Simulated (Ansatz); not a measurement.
## Surface calculation: diamond C (100), 4 layers

The slab is cut from the diamond crystal, which needn't be the stable phase, as relaxed on PAW files (5.70 Å³/atom), with 16 Å of vacuum and a dipole correction:

```xyz
4
Lattice="2.5255 0.0000 0.0000 0.0000 2.5255 0.0000 0.0000 0.0000 18.6787" Properties=species:S:1:pos:R:3 pbc="T T T"
C     0.0000    0.6314    8.0000
C     1.2628    0.6314    8.8929
C     1.2628    1.8941    9.7858
C     0.0000    1.8941   10.6787
```

All numbers are PBE results (scalar-relativistic) from Ansatz 0.2.0, with a Γ-centred 12×12×1 k mesh, Fermi–Dirac smearing of 0.02 eV, no spin polarisation. Methods: LAPW: all electrons, basis error target 1 meV/atom; PAW: frozen-core files, cutoff 420 eV.

The bulk energy comes from a cell in the slab's orientation on a 12×12×8 mesh. The surface energy is (E(slab) − N·E(bulk))/2A at zero smearing, the mean of both faces; thin slabs carry quantum-size effects.

Real surfaces of this kind reconstruct, which a 1×1 cell forbids.

Task: As cut, the LAPW slab lies 6.586 eV above 4 atoms of bulk. What surface energy is that?

Result: Over two faces of 6.38 Å² it is 516.3 meV/Å², and times 16.02 J/m² per eV/Å² that gives γ = 8.272 J/m².

```
method  γ as cut (J/m²)  γ relaxed (J/m²)  Φ as cut (eV)  Φ relaxed (eV)
  LAPW            8.272             7.527           7.26            6.72
   PAW            8.268             7.523           7.26            6.72
```

Task: How do the spacings between the planes relax?

Result: From the bottom face up: d12 -26.2 % of 0.893 Å, d23 +32.1 % of 0.893 Å, d34 -26.2 % of 0.893 Å.

Task: What changes if the vacuum is set to 7 Å?

Result: LAPW then gives: no gap, work function 6.72 eV; PAW: no gap, work function 6.68 eV. The program warns that the vacuum is too thin.

Task: A 1s core hole is made on one atom of each kind in every 1×1 cell (PAW hole dataset, neutral cell, valence without spin). What does it cost by layer?

Result: layer 1 282.01 eV, layer 2 284.14 eV. Shifts between layers mean more than the absolute values, and a whole layer of holes screens otherwise than one hole.
